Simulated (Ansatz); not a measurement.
Geometry optimisation, DFT PBE, scalar-relativistic, plane waves, PAW (Ansatz).

input.yaml

```yaml
crystal:
  lattice:
    - [-2.292736, 3.971135, 6.57976]
    - [4.585472, 0.0, 6.57976]
    - [4.585472, 7.94227, 0.0]
  atoms:
    - { symbol: Si, position: [0.75279367, 0.08053967, 0.04166666] }
    - { symbol: Si, position: [0.00139686, 0.16526982, 0.08123806] }
    - { symbol: Si, position: [0.16806353, 0.33193648, 0.25209524] }
    - { symbol: Si, position: [0.08053969, 0.75279366, 0.04166664] }
    - { symbol: Si, position: [0.16526983, 0.00139684, 0.33542858] }
    - { symbol: Si, position: [0.33193652, 0.16806349, 0.99790468] }
    - { symbol: Mo, position: [3.0e-08, 0.49999998, -1.0e-08] }
    - { symbol: Mo, position: [0.33333338, 0.83333331, 0.0833333] }
    - { symbol: Mo, position: [0.41666668, 0.41666666, 0.04166665] }
    - { symbol: Si, position: [0.75279369, 0.08053966, 0.54166663] }
    - { symbol: Si, position: [0.00139687, 0.1652698, 0.58123803] }
    - { symbol: Si, position: [0.16806355, 0.33193646, 0.75209522] }
    - { symbol: Si, position: [0.0805397, 0.75279364, 0.54166662] }
    - { symbol: Si, position: [0.16526985, 0.00139683, 0.83542855] }
    - { symbol: Si, position: [0.33193651, 0.1680635, 0.4979047] }
    - { symbol: Mo, position: [4.0e-08, 0.49999996, 0.49999996] }
    - { symbol: Mo, position: [0.50000007, 0.99999996, 0.74999993], spin: 1.0 }
    - { symbol: Mo, position: [0.41666669, 0.41666665, 0.54166663] }
    - { symbol: Si, position: [0.25279372, 0.58053962, 0.29166664] }
    - { symbol: Si, position: [0.50139688, 0.66526981, 0.33123803] }
    - { symbol: Si, position: [0.66806355, 0.83193647, 0.50209521] }
    - { symbol: Si, position: [0.58053965, 0.25279369, 0.29166664] }
    - { symbol: Si, position: [0.66526985, 0.50139683, 0.58542855] }
    - { symbol: Si, position: [0.83193651, 0.66806351, 0.2479047] }
    - { symbol: Mo, position: [0.49999999, 1.0e-08, 0.24999998] }
    - { symbol: Mo, position: [0.83333334, 0.33333335, 0.3333333] }
    - { symbol: Mo, position: [0.9166667, 0.91666666, 0.29166662] }
    - { symbol: Si, position: [0.25279373, 0.58053961, 0.79166661] }
    - { symbol: Si, position: [0.50139689, 0.66526979, 0.831238] }
    - { symbol: Si, position: [0.66806354, 0.83193648, 0.00209524] }
    - { symbol: Si, position: [0.58053967, 0.25279367, 0.79166662] }
    - { symbol: Si, position: [0.66526984, 0.50139685, 0.08542858] }
    - { symbol: Si, position: [0.83193653, 0.66806349, 0.74790467] }
    - { symbol: Mo, position: [0.83333336, 0.33333333, 0.83333328] }
    - { symbol: Mo, position: [0.91666672, 0.91666664, 0.7916666] }
magnetization:
  spin_polarized: true
total_charge: -1
basis:
  ecutwfc: 420.0
kpoints:
  mp_grid: { grid: [2, 2, 1] }
hamiltonian:
  xc: pbe
  pseudopotentials: { kind: paw, azcp: { folder: soft_1 } }
scf:
  occupations: { method: gaussian, width: 0.05 }
  lower_state_search: "off"
relax:
  f_tol: 0.03
  max_steps: 60
  adjacent_minimum: "off"
```

Run as:

```bash
$ ansatz run input.yaml --threads 4 --pin off --max-ram 10240MiB --backend cpu --events-out ev --progress --plain --runs-dir out
```

**Question.** Where does it end, and by what steps?

**Answer.** It converged. Limits of this set-up: coarse k mesh, charged cell in a uniform background, uncorrected. After 4 steps the energy has fallen by 0.580 eV; Si28 moved furthest, 0.15 Å.

```tsv
step	energy less start (eV)	largest force component (eV/Å)	accepted
0	0.0000	0.940	yes
1	-0.4754	0.602	yes
2	-0.5690	0.141	yes
3	-0.5790	0.034	yes
4	-0.5801	0.015	yes
```

```xyz
35
Lattice="-2.2927 3.9711 6.5798 4.5855 0.0000 6.5798 4.5855 7.9423 0.0000" Properties=species:S:1:pos:R:3
Si -1.159 3.334 5.491
Si 1.127 0.674 1.095
Si 2.289 2.677 3.296
Si 3.471 0.654 5.498
Si 1.181 3.408 1.097
Si 4.601 9.220 3.288
Mo 2.289 -0.011 3.322
Mo 3.444 1.987 7.680
Mo 1.149 1.997 5.476
Si 1.087 7.301 5.456
Si 3.390 4.615 1.084
Si 4.602 6.651 3.309
Si 5.714 4.686 5.613
Si 3.387 7.260 1.098
Si 2.261 5.329 3.158
Mo 4.596 3.976 3.327
Mo 6.901 7.932 9.868
Mo 3.433 5.940 5.463
Si 3.411 3.326 5.483
Si 3.497 4.655 7.659
Si 4.623 6.594 9.750
Si 1.176 4.610 5.469
Si 3.482 7.295 7.652
Si 2.291 5.263 9.869
Mo -0.016 3.983 3.278
Mo 1.142 5.962 7.678
Mo 3.448 5.939 12.022
Si 5.738 7.219 5.615
Si 5.692 8.511 7.692
Si 2.292 2.672 9.872
Si 3.476 8.588 5.480
Si 1.171 3.306 7.677
Si 4.563 9.228 9.901
Mo 3.441 9.928 7.672
Mo 5.717 9.950 12.065
```

Whether the end is a true minimum wasn't checked by a vibrational analysis.

Run time: 50 s on 4 threads of Arm Neoverse V2 (shared host), peak memory 1.8 GiB.
